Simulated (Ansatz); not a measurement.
# Al2O3, space group P-3m1: a comparison of functionals at one structure

Computed with the Ansatz DFT code, driven from Python.

Notebook, run cell by cell (the value of a cell's last expression is shown):

In [1]:
```python
import ansatz as az
import pandas as pd
```

In [2]:
```python
crystal = (
    az.Lattice.of((3.01748254, 0.0, 0.0), (-1.50874127, 2.61321654, 0.0), (0.0, 0.0, 7.574636))
    .atom('Al', (0.0, 0.0, 0.277951))
    .atom('Al', (0.0, 0.0, 0.722049))
    .atom('O', (1 / 3, 2 / 3, 0.199454))
    .atom('O', (2 / 3, 1 / 3, 0.800546))
    .atom('O', (0.0, 0.0, 0.5))
)
```

In [3]:
```python
len(crystal.resolved().sites)
```
Out [3]:
```text
5
```

In [4]:
```python
setup = (
    crystal.calculation()
    .kpoints(12, 12, 4)
    .occupations('fixed')
    .stress()
)
```

In [5]:
```python
rows = []
for value in ['pbesol', 'lda', 'blyp']:
    data = setup.functional(value).run(threads=1).report
    rows.append((value, data['free_energy_ev'] / len(data['lattice']['sites']), data['n_iterations'], sum(data['stress_gpa'][i][i] for i in range(3)) / 3, data['n_kpoints']))
```
```text
DeckWarning: basis.ecutwfc = 420 eV, auto-derived from the records' recommended cutoffs: set by Al (normal level)
```

In [6]:
```python
table = pd.DataFrame(rows, columns=['functional', 'F/atom (eV)', 'iterations', 'P (GPa)', 'k-points'])
table.round(5)
```
Out [6]:
```text
  functional  F/atom (eV)  iterations  P (GPa)  k-points
0     pbesol   -547.56786           7 -3.72883        69
1        lda   -539.61802           7 -8.32737        69
2       blyp   -559.34668           7  1.33455        69
```

From lowest to highest: LDA (-8.3 GPa), PBEsol (-3.7 GPa) and BLYP (1.3 GPa). At a fixed cell a lower pressure usually means a smaller equilibrium volume, so LDA prefers the smallest cell and BLYP the largest. Gaps by band count in the reports: PBEsol 2.20 eV, LDA 2.20 eV and BLYP 2.49 eV (Kohn-Sham values on this mesh, as a rule under measured gaps).

What to keep in mind:
- Pressure is positive in compression.
- The structure comes from a database of computed cells and needn't be a stable or known phase.
- Warnings are shown shortened and without file and line.
- Total energies of different functionals can't be compared; pressures, moments and gaps at this one structure can.
- Timing: 12 s on 1 thread of Arm Neoverse V1, on a shared host, peak memory 0.45 GiB.
